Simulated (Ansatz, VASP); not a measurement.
# Co (Co(0001)) in two plane-wave programs, part 3 of 3

Aim: how closely do two programs agree when they are given the same cell, functional and k mesh? The cell is taken from a series of runs on this material, whose earlier steps may have relaxed, scaled, displaced or heated it; both programs get it as it stands.

VASP 6.6.1 and Ansatz 0.2.0.

So far: Ansatz: single point, PBE, pair 1; VASP: single point, PBE, pair 1; Differences; Ansatz: single point, PBE, pair 2; VASP: single point, PBE, pair 2; Comparison.

### Step 8. Ansatz: single point, PBE, pair 3

Level of this step: Ansatz beside VASP: Kohn-Sham DFT, plane waves, PBE (Ansatz).

A single point gives forces, pressure and levels at one fixed geometry, so differences don't come from the geometry; what else differs is listed under the comparison. This pair takes another cell of the material, with 8 atoms against 7 for the pair before.

The cell is taken from a series of runs on this material, whose earlier steps may have relaxed, scaled, displaced or heated it; both programs get it as it stands.

Contents of input.yaml:

```yaml
crystal:
  lattice:
    - [2.51, 0.0, 0.0]
    - [1.255, 2.1737237635, 0.0]
    - [0.0, 0.0, 32.24927]
  atoms:
    - { symbol: Co, position: [0.6666666667, 0.6666666667, 0.2790760845], spin: 1.7 }
    - { symbol: Co, position: [0.0, 0.0, 0.3421972032], spin: 1.7 }
    - { symbol: Co, position: [0.6666666667, 0.6666666667, 0.4053183219], spin: 1.7 }
    - { symbol: Co, position: [0.0, 0.0, 0.4684394406], spin: 1.7 }
    - { symbol: Co, position: [0.6666666667, 0.6666666667, 0.5315605594], spin: 1.7 }
    - { symbol: Co, position: [0.0, 0.0, 0.5946816781], spin: 1.7 }
    - { symbol: Co, position: [0.6666666667, 0.6666666667, 0.6578027968], spin: 1.7 }
    - { symbol: Co, position: [0.0, 0.0, 0.7209239155], spin: 1.7 }
magnetization:
  spin_polarized: true
kpoints:
  mp_grid: { grid: [19, 19, 1] }
hamiltonian:
  xc: pbe
scf:
  occupations: { method: fermi_dirac, width: 0.1 }
  convergence: { dr2_threshold: 1.0e-09 }
efield:
  axis: 3
  dipole_correction: true
  ramp_position: 0.97
  ramp_width: 0.06
output:
  write_potential: true
  write_density: true
  volumetric_format: npy
```

Command:

```console
$ ansatz run input.yaml --threads 4 --pin off --max-ram 6144MiB --backend cpu --events-out ev --progress --plain --runs-dir out
```

Numbers of over 12 decimals in the logs are rounded to 6 here.

Output:

```text
[...]
Crystal: 8 atoms, lattice volume = 175.954 Å³
Basis set: ecut = 420 eV, 3425 PW (Γ)
Bands: 90, of which v1, the nominal top of the filled ones, is band 68 counted from 1 (67 counted from 0)
Symmetry: 6 space group operations
k-points: 40 of 361 (time reversal used)
[...]
k-point 1 ↑: bands = [... 64 lower, 5.0149, 5.0371, 5.1300, 5.2588, 5.2655, 5.4645, 5.4845, 5.5316, ... 18 higher]
  k-point 2 ↑: bands = [... 64 lower, 4.8595, 4.9404, 5.0052, 5.1260, 5.2325, 5.2497, 5.4333, 5.4653, ... 18 higher]
  k-point 39 ↓: bands = [... 64 lower, 7.5474, 7.6596, 7.7301, 7.7444, 7.7921, 7.8032, 7.8666, 7.8676, ... 18 higher]
[key lines of the parts left out:]
SCF converged after 18 iterations
Magnetization: 13.3652 μB (74.6826 up, 61.3174 down)
Free energy (F): -41007.818571 eV
Fermi energy:    6.789266 eV
Dipole field:    D = 0.000001 V/Å  (p = 0.000001 e·Å, saw-weighted, corrected)
Work function:   Φ+ = 4.9830 eV   Φ− = 4.9831 eV
```

### Step 9. VASP: single point, PBE, pair 3

The same cell, functional, mesh and smearing now go to VASP, with its own data sets.

Contents of INCAR:

```
SYSTEM = Co
PREC = Accurate
ENCUT = 520
EDIFF = 1E-06
NELM = 200
ISMEAR = -1
SIGMA = 0.1
LREAL = .FALSE.
ALGO = Normal
GGA = PE
NBANDS = 57
ISPIN = 2
MAGMOM = 1.82 1.75 1.71 1.71 1.71 1.71 1.75 1.82
LASPH = .TRUE.
LMAXMIX = 4
LORBIT = 11
LWAVE = .FALSE.
LCHARG = .FALSE.
ISIF = 2
LDIPOL = .TRUE.
IDIPOL = 3
DIPOL = 0.5 0.5 0.5
LVHAR = .TRUE.
GGA_COMPAT = .FALSE.
NELMDL = -8
KPAR = 2
```

Contents of POSCAR:

```
Co
1.0
    2.5100000000      0.0000000000      0.0000000000
    1.2550000000      2.1737237635      0.0000000000
    0.0000000000      0.0000000000     32.2492700000
Co
8
Direct
    0.6666666666      0.6666666666      0.2790760845
    1.0000000000      1.0000000000      0.3421972032
    0.6666666666      0.6666666666      0.4053183219
    1.0000000000      1.0000000000      0.4684394406
    0.6666666666      0.6666666666      0.5315605594
    1.0000000000      1.0000000000      0.5946816781
    0.6666666666      0.6666666666      0.6578027968
    1.0000000000      1.0000000000      0.7209239155
```

Contents of KPOINTS:

```
Automatic mesh
0
Gamma
19 19 1
0 0 0
```

Potentials, in the order of the species: Co (PBE family, release 64).

Command:

```console
$ mpirun -np 2 vasp_std
```

Output:

```text
[banner, memory and clock lines left out]
running    2 mpi-ranks, on    1 nodes
[...]
LDA part: xc-table for (Slater+PW92), standard interpolation
 POSCAR, INCAR and KPOINTS ok, starting setup
[...]
entering main loop
       N       E                     dE             d eps       ncg     rms          rms(c)
DAV:   1     0.567216355735E+03    0.56722E+03   -0.31043E+04  9128   0.143E+03
DAV:   2    -0.136120521794E+02   -0.58083E+03   -0.54138E+03  9120   0.315E+02
DAV:   3    -0.622306139725E+02   -0.48619E+02   -0.43598E+02  9707   0.128E+02
DAV:   4    -0.632870268548E+02   -0.10564E+01   -0.10523E+01 10047   0.210E+01
[...]
DAV:  43    -0.548917607820E+02   -0.38829E-04   -0.45700E-07  6295   0.860E-03    0.309E-03
DAV:  44    -0.548917656652E+02   -0.48832E-05   -0.15934E-07  6184   0.444E-03    0.906E-04
DAV:  45    -0.548917650354E+02    0.62982E-06   -0.10195E-07  5879   0.325E-03
   1 F= -.54891765E+02 E0= -.54754511E+02  d E =-.274508E+00  mag=    13.2982
```

From OUTCAR (step 9):

```text
  Total       -4.1829950     -4.1829950     -3.5399094      0.0000000      0.0000000     -0.0000000
  in kB      -38.0890348    -38.0890348    -32.2332998      0.0000000      0.0000000     -0.0000000
  external PRESSURE =     -36.1371232 kB  Pullay stress =       0.0000000 kB

 POSITION                                       TOTAL-FORCE (eV/Angst)
 -----------------------------------------------------------------------------------
      2.51000      1.44915      9.00000         0.000000     -0.000000      0.468329
      0.00000      0.00000     11.03561        -0.000000     -0.000000     -0.361869
      2.51000      1.44915     13.07122         0.000000     -0.000000      0.105403
      0.00000      0.00000     15.10683        -0.000000     -0.000000     -0.050315
      2.51000      1.44915     17.14244         0.000000      0.000000      0.050315
      0.00000      0.00000     19.17805        -0.000000     -0.000000     -0.105403
      2.51000      1.44915     21.21366         0.000000      0.000000      0.361869
      0.00000      0.00000     23.24927         0.000000     -0.000000     -0.468329
 -----------------------------------------------------------------------------------
    total drift:                               -0.000000     -0.000000      0.000142

  FREE ENERGIE OF THE ION-ELECTRON SYSTEM (eV)
  ---------------------------------------------------
  free  energy   TOTEN  =       -54.8917650354 eV

  energy  without entropy=      -54.6172567026  energy(sigma->0) =      -54.75451087

 magnetization (x)
# of ion       s       p       d       tot
------------------------------------------
    1       -0.010  -0.041   1.815   1.763
    2       -0.015  -0.053   1.755   1.687
    3       -0.014  -0.053   1.714   1.647
    4       -0.014  -0.053   1.719   1.651
    5       -0.014  -0.053   1.719   1.651
    6       -0.014  -0.053   1.714   1.647
    7       -0.015  -0.053   1.755   1.687
    8       -0.010  -0.041   1.815   1.763
--------------------------------------------------
tot         -0.105  -0.401  14.003  13.497

[... 3 further parts left out ...]
[key lines of the parts left out:]
E-fermi :   2.6350
```

### Step 10. Differences

What differs besides the data sets and the points named for the pairs above, as far as they apply: the data sets hold 136 valence electrons in Ansatz (on its default PAW (the set named soft_2) files) and 72 in VASP. Total energies have different zeros and are not compared.

Compared:

| quantity | Ansatz | VASP | difference |
| --- | --- | --- | --- |
| total moment (μB) | 13.37 | 13.30 | +0.07 |
| moment on Co1 (μB) | 1.82 | 1.76 | +0.05 |
| moment on Co8 (μB) | 1.82 | 1.76 | +0.05 |
| moment on Co7 (μB) | 1.75 | 1.69 | +0.06 |
| moment on Co2 (μB) | 1.75 | 1.69 | +0.06 |
| moment on Co5 (μB) | 1.71 | 1.65 | +0.06 |
| moment on Co4 (μB) | 1.71 | 1.65 | +0.06 |
| moment on Co3 (μB) | 1.71 | 1.65 | +0.06 |
| moment on Co6 (μB) | 1.71 | 1.65 | +0.06 |
| work function, lower of the two faces (eV) | 4.98 | 4.96 | +0.03 |
| work function, higher of the two faces (eV) | 4.98 | 4.96 | +0.03 |

With vacuum in the cell, a pressure given here is an average over mostly empty space and none of the material.

### Step 11. Outcome

```yaml
difference_in_work_function_higher_of_the_two_faces_single_point_pbe_pair_1: 0.030 eV
difference_in_work_function_higher_of_the_two_faces_single_point_pbe_pair_2: 0.031 eV
difference_in_work_function_higher_of_the_two_faces_single_point_pbe_pair_3: 0.027 eV
```

The difference in work function, higher of the two faces is 0.030 eV (single point, PBE, pair 1). The data sets hold unlike numbers of valence electrons (119 in Ansatz and 63 in VASP and 136 in Ansatz and 72 in VASP), so part of the differences comes from the potentials. How closely two codes agree says nothing of how well the functional describes the real material.

[Lines on the potential files, build, host, timing and source positions are cut from VASP's logs without a mark.]

[Logs are printed without paths, hosts, clocks, repeated set-up lines and the standing remarks that a program may print on its own settings, such as how far it seeks lower states.]

[Hosts, paths, dates, database ids (printed as entryN), source tags and the programs' standing remarks are cut or masked in the printed files.]
